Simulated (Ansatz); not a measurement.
**Computed properties of InSe (P-6m2)**

All numbers come from the PAW code Ansatz. No magnetic order and no zero-point or thermal motion.

The cell is an 8-atom cell of InSe (P-6m2) from a materials database; cell and atoms were relaxed with r2SCAN+rVV10. It is hexagonal, P-6m2 (No. 187); conventional cell a = 4.020 Å, c = 16.835 Å, 29.46 Å³ an atom. In has 3 Se at 2.64 Å and 1 In at 2.79 Å; Se has 3 In at 2.64 Å.

Relaxed lattice by functional, symmetry kept:

| functional | k mesh | a (Å) | c (Å) | volume (Å³/atom) |
| --- | --- | --- | --- | --- |
| PBE-D3(BJ) | 6×6×2 | 4.038 | 16.612 | 29.32 |
| r2SCAN+rVV10 | 6×6×2 | 4.020 | 16.835 | 29.46 |

Band edges at fixed r2SCAN+rVV10 geometry:
```json
{"level": "PBE", "k mesh": "12×12×2", "gap (eV)": "0.40", "kind": "direct", "edges": "Γ", "least direct gap (eV)": "0.40", "rough cost": "2.3 core-minutes"}
{"level": "PBE+SOC", "k mesh": "12×12×2", "gap (eV)": "0.38", "kind": "direct", "edges": "Γ", "least direct gap (eV)": "0.38", "rough cost": "13 core-minutes"}
{"level": "r2SCAN", "k mesh": "12×12×2", "gap (eV)": "0.83", "kind": "direct", "edges": "Γ", "least direct gap (eV)": "0.83", "rough cost": "2.8 core-minutes"}
{"level": "HSE06", "k mesh": "6×6×2", "gap (eV)": "1.14", "kind": "direct", "edges": "Γ", "least direct gap (eV)": "1.14", "rough cost": "22 core-minutes"}
{"level": "PBE0", "k mesh": "6×6×2", "gap (eV)": "1.73", "kind": "direct", "edges": "Γ", "least direct gap (eV)": "1.73", "rough cost": "23 core-minutes"}
```
PBE, PBE+SOC: smearing of 0.02 eV; the others have fixed occupations.
Wave cutoffs: 420 eV, 500 eV (r2SCAN).
Costs come from shared machines and give only the order; PBE's includes the band path. The runs had 4 threads of Arm Neoverse V1, with other jobs on the host.

HSE06 gives a direct gap of 1.14 eV at Γ. Spin-orbit coupling changes the PBE gap by -0.024 eV, to 0.38 eV.

r2SCAN covers 57 % of the step from PBE to HSE06, while HSE06 needs about 8 times r2SCAN's rough cost (on a coarser mesh). Spin-orbit coupling moves PBE's least or direct gap by up to 0.024 eV, so it can be left out where a tenth of an eV counts. All these functionals give a gap of the same kind, direct.

Only the levels marked +SOC include spin-orbit coupling.
